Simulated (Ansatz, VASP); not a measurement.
**One calculation of Mg, two programs**

```xyz
1
Lattice="0.0000 2.2649 2.2649 2.2649 0.0000 2.2649 2.2649 2.2649 0.0000" Properties=species:S:1:pos:R:3 pbc="T T T"
Mg    0.0000    0.0000    0.0000
```

The cell was built by a generator and needn't be a form met in nature.

Alike in both runs: task relaxation of cell and atoms; functional PBE; k mesh 12 × 12 × 12; occupations fermi-dirac, width 0.1 eV; no spin polarisation.

|  | VASP | Ansatz |
| --- | --- | --- |
| version | VASP 6.6.1 | Ansatz 0.2.0 |
| potentials or method | VASP PAW PBE potentials, release 64 (Mg) | plane waves (420 eV) with PAW, scalar-relativistic |
| plane-wave cutoff (eV) | 600 | 420 |
| valence electrons in the cell | 2 | 10 |

|  | VASP | Ansatz | Ansatz less VASP |
| --- | --- | --- | --- |
| relaxed volume (Å³/atom) | 23.04 | 23.16 | +0.118 |
| relaxed cell length with the largest relative difference (Å) | 3.194 | 3.199 | +0.0055 |

The two sets of potentials don't hold the same shells in valence.
